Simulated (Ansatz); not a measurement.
Ansatz input

```yaml
crystal:
  lattice:
    - [2.8779569571, 0.0, 0.0]
    - [0.0, 2.8779569571, 0.0]
    - [0.0, 0.0, 2.8779569571]
  atoms:
    - { symbol: Hf, position: [0.0, 0.0, 0.0] }
hamiltonian:
  xc: pbe
  pseudopotentials:
    kind: paw
    azcp:
      Hf: "pseudopotentials/Hf.paw.azcp"
basis:
  ecutwfc: 420
  fft_grid_basis: typed
kpoints:
  mp_grid: { grid: [18, 18, 18], shift: [0, 0, 0] }
magnetization:
  spin_polarized: false
scf:
  occupations: { method: fermi_dirac, width: 0.1 }
output:
  stress: true
```

Output

```
Engine: ansatz 0.2.0, x86_64-unknown-linux-gnu
Pseudopotentials: kind: paw
Pseudopotential: Hf, paw, valence charge 26, recommended cutoff 420 eV (normal) 
Functional definition: PBE
  parameter kappa = 0.804
  parameter beta = 0.06672455060314922
  exchange = pbe_x(kappa = kappa, mu = beta*pi^2/3)
  correlation = pbe_c(beta = beta)
Crystal: 1 atoms, lattice volume = 23.837 Å³
Basis set: ecut = 420 eV, 461 PW (Γ)
Bands: 17, of which v1, the nominal top of the filled ones, is band 13 counted from 1 (12 counted from 0)
Symmetry: 48 space group operations
Space group: Pm-3m (ITA 221), of the structure as read, at distance tolerance 2.9e-5 Å
k-points: 220 of 5832
Non-local potential: Hf, projectors of the file, l = 0: 3, l = 1: 2, l = 2: 2, l = 3: 3
PAW form: soft (Blöchl's): semilocal exchange-correlation on the pseudo side does not see the compensation charge
PAW one-centre angular grid: Hf, 590 points (default); XC on 64 Gauss nodes
Initial density: superposition of atomic densities (neutral atoms: chi_scale 0, normalization atom), corrected by the library's trained network
Initial wavefunctions: pseudopotential atomic-orbital guess
Functional: x = pbe(κ = 0.804, μ = 0.2195149727645171), c = pbe(β = 0.06672455060314922)
SCF iter   1: F=—  HF=-15720.300192 eV  |F-HF|=—  |Δ(HF+E_count)|=         —  Δρ=3.32e-3  dr2=2.65e-3  ethr=1.77e-3  ⟨swp⟩=4.8  Hψ=15943  notcnv=0
SCF iter   2: F=—  HF=-15720.299776 eV  |F-HF|=—  |Δ(HF+E_count)|=   4.16e-4  Δρ=2.11e-3  dr2=1.22e-3  ethr=1.02e-5  ⟨swp⟩=2.3  Hψ=6997  notcnv=0
SCF iter   3: F=—  HF=-15720.299713 eV  |F-HF|=—  |Δ(HF+E_count)|=   6.29e-5  Δρ=7.47e-4  dr2=1.25e-4  ethr=4.71e-6  ⟨swp⟩=2.0  Hψ=5750  notcnv=0
SCF iter   4: F=—  HF=-15720.299537 eV  |F-HF|=—  |Δ(HF+E_count)|=   1.76e-4  Δρ=2.20e-4  dr2=3.98e-6  ethr=4.81e-7  ⟨swp⟩=2.0  Hψ=6742  notcnv=0
SCF iter   5: F=—  HF=-15720.299544 eV  |F-HF|=—  |Δ(HF+E_count)|=   7.13e-6  Δρ=6.34e-5  dr2=1.08e-6  ethr=1.53e-8  ⟨swp⟩=2.1  Hψ=6764  notcnv=0
SCF iter   6: F=-15720.299544 eV  HF=-15720.299544 eV  |F-HF|=8.67e-9  |Δ(HF+E_count)|=   2.23e-7  Δρ=6.78e-6  dr2=9.41e-9  ethr=3.85e-10  ⟨swp⟩=3.8  Hψ=17728  notcnv=0
SCF 1 converged in 6 iterations: F = -15720.299544 eV  dr2 = 9.41e-9
SCF converged after 6 iterations
Free energy (F): -15720.299544 eV
Harris-Foulkes:  -15720.299544 eV  (|F-HF|=8.67e-9)
Internal energy: -15720.244159 eV  (E = F + TS)
E sigma→0 (E₀):  -15720.271852 eV
Entropy (-TS):   -0.055384 eV (-55.384 meV/atom)
Fermi energy:    18.092956 eV
--- Per-component energies (eV) ---
  E_band       = -2.301642
  E_kinetic    = 427.494259
  E_local      = -5413.461040  (includes V_loc(G=0)·N_el)
  E_nonlocal   = -1244.067279
  E_hartree    = 2537.262309
  E_xc         = -300.658934
  E_vxc        = -266.907320  (∫ρ·V_xc dr)
  E_paw        = -6928.494905  (= ΣΔE_a)
  E_vpaw       = 1420.121496  (= ΣTr[D̂ρ^β])
  E_aug_tail   = -0.000001  (compensation charges beyond the density's cutoff)
  E_ewald      = -4798.318567
  E_smearing   = -0.055384  (= −TS)
  E_closure    = 0.000000  (closes the sum)
  Σ components = -15720.299544   (vs F -15720.299544, Δ=0.00e0)
--- Stress (GPa, compression-positive) ---
        3.145529       0.000000       0.000000
        0.000000       3.145529       0.000000
        0.000000       0.000000       3.145529
  P = ⅓ Tr σ = 3.1455 GPa (31.455 kbar)
```
